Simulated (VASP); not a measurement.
PtS2:

```
CELL_PARAMETERS angstrom
3.54320 0.00000 0.00000
-1.77160 3.06850 0.00000
0.00000 0.00000 5.03880
ATOMIC_POSITIONS crystal
Pt 0.00000 0.00000 0.00000
S 0.66667 0.33333 0.77300
S 0.33333 0.66667 0.22700
```

```yaml
Program: VASP 6.6.1
Task: relaxation of cell and atoms
Functional: PBEsol
Dispersion: D4
Potentials_or_basis: VASP PAW PBE potentials, release 64 (Pt, S)
Cutoff: 600 eV
k_mesh: 9 × 9 × 5
Occupations: fermi-dirac, width 0.05 eV
Spin: no spin polarisation
```

At the start: pressure 4.0 GPa; volume 18.26 Å³/atom.

Q: Where does the relaxation end?

A: Over 24 steps the energy falls by 42.1 meV/atom and the volume is 16.48 Å³/atom (-9.8 %); space group P-3m1 (No. 164, to 0.05 Å).

Step by step:
```tsv
step	energy change (eV)	largest force (eV/Å)	pressure (GPa)	volume (Å³)
1	0.0000	0.9376	4.05	54.78
2	0.0478	0.5086	-8.45	58.52
3	-0.0332	0.3277	-1.37	56.19
4	-0.0495	0.2193	-1.04	55.54
5	-0.0603	0.0540	-0.51	54.57
6	-0.0604	0.0315	-0.43	54.44
7	-0.0708	0.0990	0.21	53.68
8	-0.0929	0.3112	2.48	51.38
9	-0.0576	0.7154	9.33	46.78
10	-0.0926	0.4844	4.20	50.27
11	-0.0943	0.4761	4.14	50.22
12	-0.0993	0.4492	3.88	50.04
13	-0.1080	0.3954	3.45	49.69
14	-0.1190	0.2787	2.69	48.98
15	-0.1044	0.0147	1.78	47.50
16	-0.1199	0.2373	2.50	48.63
17	-0.1198	0.2131	2.38	48.49
18	-0.1223	0.1783	1.87	48.74
19	-0.1258	0.0769	0.28	49.46
20	-0.1259	0.0635	0.09	49.56
21	-0.1259	0.0606	0.05	49.58
22	-0.1260	0.0551	0.03	49.56
23	-0.1261	0.0397	0.00	49.52
24	-0.1263	0.0087	-0.03	49.44
```

Final structure:
```
CELL_PARAMETERS angstrom
3.56449 0.00000 0.00000
-1.78225 3.08694 0.00000
0.00000 0.00000 4.49305
ATOMIC_POSITIONS crystal
Pt 0.00000 0.00000 0.00000
S 0.66667 0.33333 0.73509
S 0.33333 0.66667 0.26491
```

Caveat: the PAW data sets were made with another functional, which shifts forces and pressure a little; pairwise dispersion overbinds metals, which lowers pressure and volume.
